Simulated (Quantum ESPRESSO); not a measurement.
This Quantum ESPRESSO 7.5 run on SnO needs a look.

pw.in

```
&CONTROL
  calculation = 'scf'
  prefix = 'pwscf'
  outdir = './tmp'
  pseudo_dir = './pseudo'
  tprnfor = .true.
  tstress = .true.
  disk_io = 'nowf'
/
&SYSTEM
  ibrav = 0
  nat = 4
  ntyp = 2
  ecutwfc = 60
  ecutrho = 480
  nbnd = 28
  input_dft = 'XC-000I-000I-110L-131L-000I-000I'
  occupations = 'smearing'
  smearing = 'gaussian'
  degauss = 0.01469973
/
&ELECTRONS
  conv_thr = 8d-10
  electron_maxstep = 50
  mixing_beta = 1.5
  mixing_ndim = 1
/
ATOMIC_SPECIES
Sn   118.7100 Sn_pbe_v1.uspp.F.UPF
O     15.9990 O.pbe-n-kjpaw_psl.0.1.UPF
CELL_PARAMETERS angstrom
   3.3550050000    0.0000000000    0.0000000000
   0.0000000000    5.6741040000    0.0000000000
   0.0000000000    0.0000000000    4.2219700000
ATOMIC_POSITIONS crystal
Sn     0.9942260600    0.2556959800    0.5245450100
Sn     0.4503046500    0.7641722500    0.9482459700
O      0.9979983900    0.8908422500    0.7512572200
O      0.5574709100    0.0892895200    0.2759538100
K_POINTS automatic
8 5 6 0 0 0
```

Potentials or basis: SSSP 1.3 efficiency PBE.

The run is started by

```console
$ OMP_NUM_THREADS=1 pw.x -in pw.in > pw.out
```

pw.out:

```text
This program is part of the open-source Quantum ESPRESSO suite
     for quantum simulation of materials; please cite
         "P. Giannozzi et al., J. Phys.:Condens. Matter 21 395502 (2009);
         "P. Giannozzi et al., J. Phys.:Condens. Matter 29 465901 (2017);
         "P. Giannozzi et al., J. Chem. Phys. 152 154105 (2020);
     in publications or presentations arising from this work. More details at

     file O.pbe-n-kjpaw_psl.0.1.UPF: wavefunction(s)  2P renormalized

     IMPORTANT: XC functional enforced from input :
     Exchange-correlation= XC-000I-000I-110L-131L-000I-000I
                           (   0   0 110 131   0   0   0)
     Any further DFT definition will be discarded
     Please, verify this is what you really want

     G-vector sticks info
     --------------------
     sticks:   dense  smooth     PW     G-vecs:    dense   smooth      PW
     Sum        2595    1295    385                96321    34081    5473

     Using Slab Decomposition

     bravais-lattice index     =            0
     lattice parameter (alat)  =       6.3400  a.u.
     unit-cell volume          =     542.3782 (a.u.)^3
[... 57 lines left out ...]
   Cartesian axes

     site n.     atom                  positions (alat units)
         1        Sn     tau(   1) = (   0.9942261   0.4324422   0.6600924  )
         2        Sn     tau(   2) = (   0.4503046   1.2923953   1.1932817  )
         3        O      tau(   3) = (   0.9979984   1.5066242   0.9453892  )
         4        O      tau(   4) = (   0.5574709   0.1510096   0.3472629  )

     number of k points=   122  Gaussian smearing, width (Ry)=  0.0147

     Number of k-points >= 100: set verbosity='high' to print them.

     Dense  grid:    96321 G-vectors     FFT dimensions: (  45,  75,  60)

     Smooth grid:    34081 G-vectors     FFT dimensions: (  32,  54,  40)

     WARNING: libxc functional with ID  110 depends
      on external parameters: check the user_guide of
      QE if you need to modify them or to check their
      default values.

     WARNING: libxc functional with ID  131 depends
      on external parameters: check the user_guide of
      QE if you need to modify them or to check their
      default values.

     Initial potential from superposition of free atoms

     starting charge      37.9999, renormalised to      40.0000
     Starting wfcs are   26 randomized atomic wfcs +    2 random wfcs

     Self-consistent Calculation

     iteration #  1     ecut=    60.00 Ry     beta= 1.50
     Davidson diagonalization with overlap
     ethr =  1.00E-02,  avg # of iterations =  5.9

     total energy              =    -411.10157374 Ry
     estimated scf accuracy    <       1.35292529 Ry
[... 53 lines left out ...]
     total energy              =    -343.55113662 Ry
     estimated scf accuracy    <     386.25667866 Ry

     iteration #  9     ecut=    60.00 Ry     beta= 1.50
     Davidson diagonalization with overlap
```

Among its messages:

```text
negative rho
```

**Question.** Diagnose the run.

**Answer.** The run was cut off at its time limit. The input holds a flaw that was put in on purpose: mixing far too strong (mixing_beta = 1.5; mixing_ndim = 1).
